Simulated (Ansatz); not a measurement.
Au:

```xyz
2
Lattice="1.4113 -2.5559 0.0000 1.4113 2.5559 0.0000 0.0000 0.0000 4.8932" Properties=species:S:1:pos:R:3 pbc="T T T"
Au    1.4113    0.8451    1.2233
Au    1.4113   -0.8451    3.6699
```

This isn't the form of Au at room conditions, which is fcc.

- Program: Ansatz 0.2.0
- Task: single point
- Functional: PBEsol
- Potentials or basis: all-electron LAPW, scalar-relativistic
- Cutoff: 261 eV (chosen from the basis error)
- Basis error allowed: 0.001 eV/atom
- k mesh: 11 × 11 × 6
- Occupations: fermi-dirac, width 0.05 eV
- Spin: no spin polarisation

On this cell: pressure -5.3 GPa; largest force 0.021 eV/Å; band gap on the k mesh none (metal or under the smearing width).

The same run follows on a disturbed copy (atoms moved at random, drawn with an rms of 0.05 Å):

```
Au
1.0
     1.41131   -2.55593    0.00000
     1.41131    2.55593    0.00000
     0.00000    0.00000    4.89317
Au
2
Cartesian
  1.3924 0.8131 1.2327
  1.3624 -0.8695 3.6292
```

Problem. What changes?

Solution. The energy (extrapolated to zero smearing) moves by +3.3 meV/atom; pressure -5.1 GPa; largest force 0.275 eV/Å; band gap on the k mesh none (metal or under the smearing width).

Forces in eV/Å, atoms in the order of the input:
```
Au  -0.008 -0.022 -0.274
Au   0.008  0.022  0.274
```

Stress tensor (GPa, compression positive):
```
-2.51  0.03  0.09
 0.03 -6.65  0.06
 0.09  0.06 -6.02
```
